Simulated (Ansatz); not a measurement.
**Ionic part of the dielectric constant of Al3GaN4 at 3 GPa, mode by mode**

Level of theory: DFT PBEsol, scalar-relativistic, plane waves, PAW (Ansatz). Settings: 420 eV plane-wave cutoff, Γ-centred 6×6×6 mesh, fixed occupations. No spin polarisation. Phonons by linear response, acoustic sum rule imposed.

It takes space group P-43m (No. 215, cubic). Conventional cell: a = 4.386 Å, b = 4.386 Å, c = 4.386 Å, α = 90.00°, β = 90.00°, γ = 90.00°. Al (site symmetry -42m) is surrounded by 4 N at 1.89 Å. Ga (site symmetry -43m) is surrounded by 4 N at 1.94 Å. N (site symmetry 3m) has 3 Al at 1.89 Å and 1 Ga at 1.94 Å as nearest neighbours.

The primitive cell has V = 84.35 Å³ and ε∞,xx = 4.893. Each polar mode adds Δε = (4.92064×10⁷/V)·S/ν² along x, with S its oscillator strength in e²/amu, ν in cm⁻¹ and V in Å³.

Question: From these modes, find each Δε and ε0,xx.
```csv
ν (cm⁻¹),S_xx (e²/amu)
242.7,0.00748
524.8,0.1226
620.5,1.226
673.0,1.337
```

Answer:
```tsv
ν (cm⁻¹)	Δε
242.7	0.07
524.8	0.26
620.5	1.86
673.0	1.72
```

The sum is 3.913, so ε0,xx = 8.81; the run's tensor has 8.81.

Question: Where do the longitudinal modes lie for a wave vector along x?

Answer: At 244, 529, 644, 860 cm⁻¹. The Lyddane–Sachs–Teller product Π(ν_LO/ν_TO)² = 1.80 matches ε0/ε∞ = 1.80.

Whether Al3GaN4 exists in this form wasn't checked.

Cost: 1 run of about 2.7 core-minutes, on Intel Xeon Platinum 8488C (Sapphire Rapids) (shared hosts).

The ionic response comes almost entirely from the modes at 620.5 and 673.0 cm⁻¹. The upper one has the larger oscillator strength, yet the lower one adds more to the dielectric constant because a softer mode is displaced further by a static field. Both probably derive from the zinc-blende-like motion of cations against nitrogen, where the polar metal–nitrogen bonds produce a large dipole. The weak modes at 242.7 and 524.8 cm⁻¹ are probably zone-boundary vibrations folded to Γ by the cation order, whose dipoles largely cancel.

The longitudinal frequencies shouldn't be read as independent shifts of each transverse mode. The macroscopic field couples all the polar modes, and the longitudinal branches must interlace with the transverse ones. The branch at 644 cm⁻¹ is therefore held below the next transverse mode despite the large strength at 620.5 cm⁻¹, while the highest branch, at 860 cm⁻¹, takes up most of the combined polar stiffening. Confirming the proposed mode characters would require the eigenvectors.
